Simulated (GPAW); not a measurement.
Runs of GPAW 26.7.0 on Fe. It takes space group Im-3m (No. 229, cubic). Conventional cell: a = 2.886 Å, b = 2.886 Å, c = 2.886 Å, α = 90.00°, β = 90.00°, γ = 90.00°. Fe (site symmetry m-3m) has 8 Fe at 2.50 Å as nearest neighbours. 

```csv
task,level,potentials or basis,cell,k mesh,optimizer,fmax,max steps,target pressure,convergence,gap on the mesh (eV),pressure (GPa),moment (μB)
relaxation of cell and atoms,PBEsol,"PAW data sets generated in the run's folder for this functional, pw",relaxed to 10 GPa,10 × 10 × 10,BFGS,0.02 eV/Å,60,10 GPa,density=1e-05 forces=0.0001,none,10.0,2.09
relaxation of cell and atoms,PBEsol,"PAW data sets generated in the run's folder for this functional, pw",relaxed,10 × 10 × 10,BFGS,0.02 eV/Å,60,-,density=1e-05 forces=0.0001,none,0.0,2.13
relaxation of cell and atoms,PBEsol,"PAW data sets generated in the run's folder for this functional, pw",relaxed to 2 GPa,10 × 10 × 10,BFGS,0.02 eV/Å,60,2 GPa,density=1e-05 forces=0.0001,none,2.0,2.12
relaxation of cell and atoms,PBEsol,"PAW data sets generated in the run's folder for this functional, pw",relaxed to 5 GPa,10 × 10 × 10,BFGS,0.02 eV/Å,60,5 GPa,density=1e-05 forces=0.0001,none,5.0,2.11
single point,PBE,"GPAW PAW data sets (gpaw-data 1.2.1), pw",as given,10 × 10 × 10,-,-,-,-,-,none,(a),2.16
single point,PBE,"GPAW PAW data sets (gpaw-data 1.2.1), pw",as given,13 × 13 × 13,-,-,-,-,-,none,(b),(c)
relaxation of cell and atoms,PBEsol,"PAW data sets generated in the run's folder for this functional, pw",relaxed to 30 GPa,10 × 10 × 10,BFGS,0.02 eV/Å,60,30 GPa,density=1e-05 forces=0.0001,none,29.8,1.93
relaxation of cell and atoms,PBEsol,"PAW data sets generated in the run's folder for this functional, pw",relaxed to 20 GPa,10 × 10 × 10,BFGS,0.02 eV/Å,60,20 GPa,density=1e-05 forces=0.0001,none,20.0,2.00
```

Alike in all rows: spin collinear, ferromagnetic start; cutoff (eV) 600; smearing fermi-dirac 0.05 eV.

Estimate the missing entries.

(a) -9.6; (b) -8.0; (c) 2.25.

Caveats: each step starts from the last one's moments, so a moment once lost doesn't come back (some runs); later steps reuse the first step's grids (some runs); the density grid can change from cell to cell, which puts small steps into energies and stress (some runs).

A gap of «none» marks a metal or a gap under the smearing width.
